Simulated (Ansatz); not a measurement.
**Molecular dynamics of MgO**

Input file:

```yaml
crystal:
  lattice:
    - [0.0, 3.937, 3.937]
    - [3.937, 0.0, 3.937]
    - [3.937, 3.937, 0.0]
  atoms:
    - { symbol: Mg, position: [0.0, 0.0, 0.0] }
    - { symbol: O, position: [0.25, 0.25, 0.25] }
    - { symbol: Mg, position: [0.0, 0.0, 0.5] }
    - { symbol: O, position: [0.25, 0.25, 0.75] }
    - { symbol: Mg, position: [0.0, 0.5, 0.0] }
    - { symbol: O, position: [0.25, 0.75, 0.25] }
    - { symbol: Mg, position: [0.0, 0.5, 0.5] }
    - { symbol: O, position: [0.25, 0.75, 0.75] }
    - { symbol: Mg, position: [0.5, 0.0, 0.0] }
    - { symbol: O, position: [0.75, 0.25, 0.25] }
    - { symbol: Mg, position: [0.5, 0.0, 0.5] }
    - { symbol: O, position: [0.75, 0.25, 0.75] }
    - { symbol: Mg, position: [0.5, 0.5, 0.0] }
    - { symbol: O, position: [0.75, 0.75, 0.25] }
    - { symbol: Mg, position: [0.5, 0.5, 0.5] }
    - { symbol: O, position: [0.75, 0.75, 0.75] }
basis:
  ecutwfc: 420.0
kpoints:
  mp_grid: { grid: [2, 2, 2] }
hamiltonian:
  xc: pbe
scf:
  occupations: { method: fermi_dirac, width: 0.05 }
  lower_state_search: "off"
md:
  timestep: 1.5
  n_steps: 220
  ensemble: nvt_nose_hoover
  temperature: 1200.0
  initial_velocities: maxwell_boltzmann
  seed: 690593
  nose_hoover: { tau: 50.0, chain_length: 5 }
```

Run as:

```bash
$ ansatz run input.yaml --threads 1 --pin off --max-ram 3072MiB --backend cpu --events-out ev --progress --plain --runs-dir out
```

It starts from a structure without forces on its atoms.

Output, in part (step lines):

```
md step     0: t =     0.00 fs  T =  1200.0 K  F+E_penalty+E_count = -19948.44856029 eV  E_kin = 2.326680 eV  conserved = -19946.12188031 eV  (7 SCF iters)
md step     1: t =     1.50 fs  T =  1176.6 K  F+E_penalty+E_count = -19948.40301015 eV  E_kin = 2.281346 eV  conserved = -19946.12167393 eV  (6 SCF iters)
md step     2: t =     3.00 fs  T =  1108.6 K  F+E_penalty+E_count = -19948.27022613 eV  E_kin = 2.149413 eV  conserved = -19946.12092815 eV  (7 SCF iters)
md step     3: t =     4.50 fs  T =  1002.2 K  F+E_penalty+E_count = -19948.06240368 eV  E_kin = 1.943208 eV  conserved = -19946.11969882 eV  (7 SCF iters)
md step     4: t =     6.00 fs  T =   867.8 K  F+E_penalty+E_count = -19947.79937820 eV  E_kin = 1.682667 eV  conserved = -19946.11809838 eV  (7 SCF iters)
md step     5: t =     7.50 fs  T =   718.6 K  F+E_penalty+E_count = -19947.50673627 eV  E_kin = 1.393338 eV  conserved = -19946.11629979 eV  (4 SCF iters)
md step     6: t =     9.00 fs  T =   569.2 K  F+E_penalty+E_count = -19947.21303667 eV  E_kin = 1.103543 eV  conserved = -19946.11452141 eV  (3 SCF iters)
md step     7: t =    10.50 fs  T =   433.7 K  F+E_penalty+E_count = -19946.94637394 eV  E_kin = 0.840978 eV  conserved = -19946.11299662 eV  (4 SCF iters)
[... lines left out ...]
md step   219: t =   328.50 fs  T =  1519.5 K  F+E_penalty+E_count = -19947.64617290 eV  E_kin = 2.946076 eV  conserved = -19946.11654399 eV  (3 SCF iters)
md step   220: t =   330.00 fs  T =  1471.9 K  F+E_penalty+E_count = -19947.62482553 eV  E_kin = 2.853962 eV  conserved = -19946.11657792 eV  (7 SCF iters)
```

The steps, from the saved trajectory:

| time (fs) | T (K) | potential energy less start (eV) | conserved less start (meV/atom) |
| --- | --- | --- | --- |
| 0.0 | 1200 | 0.000 | 0.00 |
| 10.5 | 434 | 1.502 | 0.56 |
| 21.0 | 376 | 1.643 | 0.37 |
| 31.5 | 648 | 1.248 | 0.37 |
| 42.0 | 776 | 1.197 | 0.40 |
| 52.5 | 855 | 1.270 | 0.44 |
| 63.0 | 874 | 1.399 | 0.45 |
| 73.5 | 737 | 1.796 | 0.50 |
| 84.0 | 575 | 2.207 | 0.64 |
| 94.5 | 1019 | 1.497 | 0.50 |
| 105.0 | 1223 | 1.318 | 0.41 |
| 115.5 | 789 | 2.327 | 0.82 |
| 126.0 | 1192 | 1.704 | 0.46 |
| 136.5 | 981 | 2.299 | 0.58 |
| 147.0 | 593 | 3.161 | 1.00 |
| 157.5 | 1726 | 1.155 | 0.40 |
| 168.0 | 1655 | 1.462 | 0.66 |
| 178.5 | 779 | 3.191 | 0.83 |
| 189.0 | 577 | 3.621 | 1.01 |
| 199.5 | 1572 | 1.824 | 0.58 |
| 210.0 | 1560 | 1.980 | 0.73 |
| 220.5 | 1273 | 2.574 | 0.96 |
| 231.0 | 1582 | 1.966 | 0.32 |
| 241.5 | 598 | 3.858 | 1.21 |
| 252.0 | 1362 | 2.398 | 0.69 |
| 262.5 | 1747 | 1.677 | 0.58 |
| 273.0 | 1273 | 2.522 | 0.82 |
| 283.5 | 1142 | 2.666 | 0.79 |
| 294.0 | 1168 | 2.471 | 0.73 |
| 304.5 | 1030 | 2.510 | 0.65 |
| 315.0 | 892 | 2.543 | 0.86 |
| 325.5 | 1512 | 0.961 | 0.40 |

The run went to its last step. The conserved energy stayed within 1.2 meV per atom of its start (net change 0.33 meV per atom), so the integration is sound. A run of 0.33 ps of so small a system gives no equilibrium averages. Limits of this set-up: coarse k mesh.

Mean squared displacements from the first frame to the last, about the centre of mass: Mg 0.01 Å², O 0.01 Å².

Last frame:

```xyz
16
Lattice="0.0000 3.9370 3.9370 3.9370 0.0000 3.9370 3.9370 3.9370 0.0000" Properties=species:S:1:pos:R:3
Mg -0.002 0.045 -0.069
O 1.924 1.902 2.020
Mg 2.060 1.972 0.087
O 3.909 3.896 1.988
Mg 1.955 -0.039 1.983
O 3.974 2.085 3.920
Mg 4.013 2.006 2.010
O 5.896 3.950 4.008
Mg 0.014 1.928 1.976
O 1.916 3.947 3.855
Mg 1.912 3.866 1.927
O 3.911 5.962 3.903
Mg 2.026 1.948 3.951
O 3.877 3.901 5.814
Mg 3.909 4.006 3.937
O 5.877 5.877 5.905
```

Run time: 9.6 min on 1 thread of Arm Neoverse V1 (shared host), peak memory 0.43 GiB.
